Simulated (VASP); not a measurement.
TiPbO3:

```
CELL_PARAMETERS angstrom
3.89920 0.00000 0.00000
0.00000 3.89920 0.00000
0.00000 0.00000 4.14990
ATOMIC_POSITIONS crystal
Ti 0.50000 0.50000 0.53820
Pb 0.00000 0.00000 0.00000
O 0.50000 0.50000 0.11300
O 0.50000 0.00000 0.61500
O 0.00000 0.50000 0.61500
```

* Program: VASP 6.6.1
* Task: relaxation of cell and atoms
* Functional: PBE
* Potentials or basis: VASP PAW PBE potentials, release 64 (Ti_sv, Pb_d, O)
* Cutoff: 600 eV
* k mesh: 8 × 8 × 8
* Occupations: gaussian, width 0.03 eV
* Spin: no spin polarisation

At the start: pressure 5.4 GPa; volume 12.62 Å³/atom.

Task: Where does the relaxation end?

Result: Over 42 steps the energy falls by 19.2 meV/atom and the volume is 14.02 Å³/atom (+11.1 %); space group P4mm (No. 99, to 0.05 Å).

Step by step:
```tsv
step	energy change (eV)	largest force (eV/Å)	pressure (GPa)	volume (Å³)
1	0.0000	0.4051	5.43	63.09
3	-0.0314	0.2903	0.27	64.84
5	-0.0357	0.1426	-0.12	65.32
7	-0.0522	0.1745	0.23	66.01
9	-0.0392	1.6364	4.07	68.74
11	-0.0700	0.7225	2.09	67.54
13	-0.0790	0.5470	1.64	68.09
15	-0.0858	0.2034	0.09	70.21
17	-0.0890	0.2211	0.61	69.49
19	-0.0915	0.1842	0.27	69.42
21	-0.0926	0.1395	-0.13	69.33
23	-0.0937	0.1142	0.28	69.19
25	-0.0942	0.0315	0.11	69.25
27	-0.0943	0.0347	0.08	69.27
29	-0.0945	0.0712	-0.05	69.37
31	-0.0949	0.0548	0.05	69.46
33	-0.0950	0.0681	0.12	69.54
35	-0.0954	0.0587	0.04	69.72
37	-0.0955	0.0507	-0.05	69.85
39	-0.0957	0.0559	0.13	69.97
41	-0.0958	0.0105	0.01	70.09
42	-0.0958	0.0084	0.00	70.08
```

Final structure:
```yaml
crystal:
  lattice:
    - [3.84190, 0.00000, 0.00000]
    - [0.00000, 3.84190, 0.00000]
    - [0.00000, 0.00000, 4.74782]
  atoms:
    - { symbol: Ti, position: [0.50000, 0.50000, 0.51707] }
    - { symbol: Pb, position: [0.00000, 0.00000, 0.96059] }
    - { symbol: O, position: [0.50000, 0.50000, 0.14902] }
    - { symbol: O, position: [0.50000, 0.00000, 0.62726] }
    - { symbol: O, position: [0.00000, 0.50000, 0.62726] }
```

Caveat: the volume moved by +11 % from the deposited cell, more than functionals usually miss.
